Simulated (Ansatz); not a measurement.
Data:

InN (zinc blende)

```
CELL_PARAMETERS angstrom
      0.00000     4.99990     4.99990
      2.49995     2.49995     4.99990
      2.49995     2.49995     0.00000
ATOMIC_POSITIONS crystal
  N  0.00000 0.75000 0.75000
  N  0.50000 0.75000 0.75000
  In 0.00000 0.00000 0.00000
  In 0.50000 0.00000 0.00000
```

A phonon eigenvector at X = (0.5, 0.5, 0.0) is frozen into this cell: atom i moves by Q times the vector below, so Q is the largest atomic displacement, in Å. The cell is held. (q is in reciprocal vectors of the primitive cell; the cell shown is doubled to hold the pattern.)

```
atom      x      y       z
----  -----  -----  ------
In3   0.000  0.000   1.000
In4   0.000  0.000  -1.000
```

Atoms not listed stay in place.

Calculation: r2SCAN (plane waves to 500 eV, PAW, scalar-relativistic; Ansatz, a first-principles code). k mesh 11×11×11 (Γ-centred), Fermi-Dirac smearing 0.05 eV. Energies are smeared free energies. With partly filled bands, energies and forces of such displacements shift with the k mesh and the smearing. At this level the bands of InN touch or barely overlap; measurements give the solid a gap. InN was relaxed with its symmetry unable to fall. The PAW data are Ansatz's earlier set. The zero of ΔE is the undisplaced structure.

The scan covers Q from -0.180 to 0.180 Å in 13 points.

Q: Is this a single well or a double well?

A: A single well with its minimum at or next to zero displacement.

Q: Which space group does the distorted structure have?

A: P-4m2 (No. 115), lowered from F-43m.

Q: What is the energy change at Q = 0.180 Å?

A: 726 meV/cell.

Q: What harmonic wavenumber does the curvature at Q = 0 give?

A: 232 cm⁻¹.

(For displaced atoms, the force is minus the slope of the energy, and its curvature is a force constant, which sets phonon frequencies.)
